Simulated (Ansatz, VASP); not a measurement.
## Cr: VASP beside Ansatz

INCAR

```
SYSTEM = Cr
  ALGO = Normal
  EDIFF = 1E-7
  EDIFFG = -0.04
  ENCUT = 600
  GGA = PS
  IBRION = 2
  ISIF = 3
  ISMEAR = 0
  ISPIN = 2
  LASPH = .True.
  LCHARG = .False.
  LMAXMIX = 4
  LORBIT = 11
  LREAL = .False.
  LWAVE = .False.
  MAGMOM = 1.29 1.29 0.25 0.25
  NELM = 150
  NSW = 90
  PREC = Accurate
  SIGMA = 0.1
```

KPOINTS

```
k-points
0
Gamma
  9 9 2
  0 0 0
```

Contents of POSCAR:

```
Cr
1.0
    2.7166313329      0.0000000000      0.0000000000
   -1.3583156664      2.3526717470      0.0000000000
    0.0000000000      0.0000000000      8.7616722377
Cr
4
Direct
    0.0000000000      0.0000000000      0.0000000000
    0.0000000000      0.0000000000      0.5000000000
    0.3333333333      0.6666666667      0.7500000000
    0.6666666667      0.3333333333      0.2500000000
```

Input for Ansatz:

```yaml
crystal:
  lattice:
    - [2.7166313329, 0.0, 0.0]
    - [-1.3583156664, 2.352671747, 0.0]
    - [0.0, 0.0, 8.7616722377]
  atoms:
    - { symbol: Cr, position: [0.0, 0.0, 0.0], spin: 1.29 }
    - { symbol: Cr, position: [0.0, 0.0, 0.5], spin: 1.29 }
    - { symbol: Cr, position: [0.3333333333, 0.6666666667, 0.75], spin: 0.25 }
    - { symbol: Cr, position: [0.6666666667, 0.3333333333, 0.25], spin: 0.25 }
basis:
  ecutwfc: 420
kpoints:
  mp_grid: { grid: [9, 9, 2] }
hamiltonian:
  xc: pbesol
scf:
  occupations: { method: gaussian, width: 0.1 }
  lower_state_search: "off"
output:
  forces: true
  stress: true
  eigenvalues: true
  populations: true
magnetization:
  spin_polarized: true
relax:
  adjacent_minimum: "off"
  f_tol: 0.04
  max_steps: 70
  cell: { stress_tol: 0.4 }
```

Alike in both runs: task relaxation of cell and atoms; functional PBEsol; k mesh 9 × 9 × 2; occupations gaussian, width 0.1 eV; collinear spin.

|  | VASP | Ansatz |
| --- | --- | --- |
| version | VASP 6.6.1 | Ansatz 0.2.0 |
| potentials or method | VASP PAW PBE potentials, release 64 (Cr_pv) | scalar-relativistic, plane waves, PAW |
| plane-wave cutoff (eV) | 600 | 420 |
| valence electrons in the cell | 48 | 56 |

|  | VASP | Ansatz | Ansatz less VASP |
| --- | --- | --- | --- |
| gap on the k mesh at the Fermi level, each at its own relaxed structure (eV) | none | none | - |
| net moment per atom (μB) | 0.00 | 0.00 | 0.000 |
| relaxed volume (Å³/atom) | 11.43 | 11.46 | +0.029 |
| relaxed cell length with the largest relative difference (Å) | 8.654 | 8.668 | +0.0139 |
| energy change over the relaxation (meV/atom) | -341 | -335 | +5.3 |

A gap of «none» marks a metal or a gap that the smearing closes. The two sets of potentials don't hold the same shells in valence. Ansatz warned: «seeded_moment_not_kept».

Caveats: the volume moved by over 15 % at a fixed basis, so the end points are rough; the PAW data sets were made with another functional, which shifts forces and pressure a little (VASP).
